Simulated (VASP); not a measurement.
Wanted: the native input for a VASP 6.6.1 run.

| Property | Result |
| --- | --- |
| Task | relaxation of cell and atoms |
| Functional | PBE |
| Potentials or basis | VASP PAW PBE potentials, release 64 (Ga_d) |
| Cutoff | 600 eV |
| k mesh | 4 × 6 × 4 |
| Occupations | gaussian, width 0.1 eV |
| Spin | no spin polarisation |
| Dipole correction | no |
| Further INCAR settings | ALGO = Normal; EDIFF = 1e-06; IBRION = 2; EDIFFG = -0.04; NSW = 90; ISIF = 3 |

The structure of Ga lies in POSCAR:

```
Ga
1.0
    3.9230115345      0.0000000000      0.0000000000
    0.7398328017      3.5137607711      0.0000000000
   -1.0426353354     -0.3399451959      4.5260795855
Ga
3
Direct
    0.2839482695      0.6999483496      0.8910923194
    0.9637301525      0.5594165984      0.1228524871
    0.9478691138      0.5367787353      0.5953033641
```

The cell was built by a generator and needn't be a form met in nature.

The cell isn't the ideal one: random cell without symmetry.

The input as run:

INCAR

```
SYSTEM = Ga
PREC = Accurate
ENCUT = 600
EDIFF = 1E-6
ISMEAR = 0
SIGMA = 0.1
LREAL = .FALSE.
LASPH = .TRUE.
NELM = 100
ALGO = Normal
ISIF = 3
LWAVE = .FALSE.
LCHARG = .FALSE.
GGA = PE
IBRION = 2
NSW = 90
EDIFFG = -0.04
```

KPOINTS

```
Automatic mesh
0
G
  4 6 4
  0 0 0
```

Potentials or basis: VASP PAW PBE potentials, release 64 (Ga_d).

Run with:

```console
$ cat potpaw_PBE.64/Ga_d/POTCAR > POTCAR
$ mpirun -np 1 vasp_std > vasp.out
```

Results of the run:

```
Relaxed volume                         : 20.79 Å³/atom
Relaxed cell                           : a = 4.388 Å, b = 2.848 Å, c = 5.745 Å, α = 90.40°, β = 90.76°, γ = 60.29°
Space group after relaxing (to 0.05 Å) : P1 (No. 1)
Energy gained by relaxing              : 2093.5 meV/atom
Ionic steps                            : 65
Pressure after relaxing                : 0.1 GPa
Largest force after relaxing           : 0.038 eV/Å
Band gap on the k mesh                 : none (metal or under the smearing width)
```

Caveat: the k mesh is coarse (spacing up to 0.42 Å⁻¹), so the values aren't converged.

Wall time 46 min on 1 thread of Intel(R) Xeon(R) Platinum 8488C (Sapphire Rapids), on a shared host, peak memory 0.25 GiB.
